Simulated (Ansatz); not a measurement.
**BN: equation of state**

An exercise on one series of results from a longer session: the logs are not shown, and one member is left open.

Program: Ansatz 0.2.0. Level of theory: DFT PBE, scalar-relativistic. These are calculated values, not measurements.

### Starting point

The structure is cubic, space group F-43m (No. 216). Conventional cell: a = 3.615 Å, b = 3.615 Å, c = 3.615 Å, α = 90.00°, β = 90.00°, γ = 90.00°. Around B (site symmetry -43m) lie 4 N at 1.57 Å. N (site symmetry -43m) is surrounded by 4 B at 1.57 Å.

Structure file:

```xyz
2
Lattice="0.0000 1.8075 1.8075 1.8075 0.0000 1.8075 1.8075 1.8075 0.0000" Properties=species:S:1:pos:R:3 pbc="T T T"
B     0.0000    0.0000    0.0000
N     2.7113    2.7113    2.7113
```

Structure: COD 9008834, as refined from experiment and not relaxed.

Atoms are numbered in the order of the input: B1, N2.

The first run:

File input.yaml:

```yaml
crystal:
  lattice:
    - [0.0, 1.7830713297, 1.7830713297]
    - [1.7830713297, 0.0, 1.7830713297]
    - [1.7830713297, 1.7830713297, 0.0]
  atoms:
    - { symbol: B, position: [0.0, 0.0, 0.0] }
    - { symbol: "N", position: [0.75, 0.75, 0.75] }
kpoints:
  mp_grid: { grid: [13, 13, 13] }
scf:
  occupations: { method: fermi_dirac, width: 0.03 }
hamiltonian:
  xc: pbe
  pseudopotentials: { kind: all_electron, lapw: { basis_error: 0.001 } }
output:
  forces: true
  stress: true
  eigenvalues: true
```

Launch:

```console
> ansatz run input.yaml --threads 1 --pin off --max-ram 2048MiB --backend cpu --events-out ev --progress --plain --runs-dir out
```

Among the steps run: Volume × 0.96, LAPW; Volume × 0.96, PAW; Volume × 0.96, crystal datasets; Volume × 0.98, LAPW; Volume × 0.98, PAW; Volume × 1.02, LAPW; Volume × 1.02, PAW; Volume × 1.04, LAPW; Volume × 1.04, PAW; Volume × 1.04, crystal datasets.

One of the session's tables, all rows but one given; the rest of the session is left out.

| method | volume (Å³/atom) | gap on the k mesh (eV) |
| --- | --- | --- |
| LAPW | 5.669 | 4.59 |
| LAPW | 5.787 | 4.57 |
| LAPW | 5.905 | 4.54 |
| LAPW | 6.023 | 4.52 |
| LAPW | 6.141 | 4.50 |
| PAW | 5.669 | 4.59 |
| PAW | 5.787 | 4.57 |
| PAW | 5.905 | ? |
| PAW | 6.023 | 4.52 |
| PAW | 6.141 | 4.50 |
| crystal datasets | 5.669 | 4.59 |
| crystal datasets | 5.905 | 4.54 |
| crystal datasets | 6.141 | 4.50 |

Q: Estimate the row for PAW, 5.905 from the others.

**Answer.** gap on the k mesh (eV): 4.55. In the column «gap on the k mesh (eV)» it lies between crystal datasets, 5.905 (4.54) and LAPW, 5.787 (4.57).

To keep in mind: These are semilocal Kohn-Sham gaps, which aren't the measured quantity. Warnings in the runs' records: crystal datasets made.
